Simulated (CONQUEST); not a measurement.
# NaCl under changes of volume

One of the cells (21.813 Å³/atom); the others are scaled copies at fixed shape and fractional positions:

```
CELL_PARAMETERS angstrom
3.95140 0.00000 0.00000
0.00000 3.95140 0.00000
0.00000 0.00000 5.58813
ATOMIC_POSITIONS crystal
Cl 0.00000 0.00000 0.50000
Cl 0.50000 0.50000 0.00000
Na 0.00000 0.00000 0.00000
Na 0.50000 0.50000 0.50000
```

The cell is a database's computed one.

- Program: CONQUEST 1.3
- Functional: PBEsol
- Potentials or basis: PseudoDojo NC PBEsol, DZP, grid of 40 × 40 × 60 points
- k mesh: 7 × 7 × 5
- Occupations: fermi-dirac, width 0.05 eV
- Spin: no spin polarisation

```csv
volume (Å³/atom),energy over the lowest point (meV/atom),pressure (GPa),gap on the mesh (eV)
20.504,9.34,2.2,5.40
20.940,4.45,1.4,5.31
21.376,?,?,?
21.813,0.00,0.2,5.14
22.249,0.21,-0.3,5.06
22.685,1.74,-0.8,4.99
23.121,4.44,-1.2,4.91
```

**Question.** What does the run at 21.376 Å³/atom give?

**Answer.** Energy over the lowest point 1.32 meV/atom; pressure 0.8 GPa; gap on the mesh 5.22 eV.

Worked out: A Birch-Murnaghan fit of order 3 (a polynomial in V^(-2/3)) to the other rows has its minimum at 21.98 Å³/atom with B0 = V·E''(V) = 27 GPa and B' = 4.5. It gives 1.39 meV/atom at 21.376 Å³/atom, against the run's 1.32, and -dE/dV = 0.8 GPa, against 0.8. A straight line through the other rows of the gap, of slope -4.06 eV per unit of ln V, gives 5.23 eV, against the run's 5.22.

Energies are extrapolated to zero smearing.

Caveats: an odd mesh through Γ misses points on the zone boundary, where band edges often lie; the basis of atomic orbitals isn't converged, which shifts pressures, moduli and gaps; the real-space grid breaks the cell's symmetry a little (some runs).
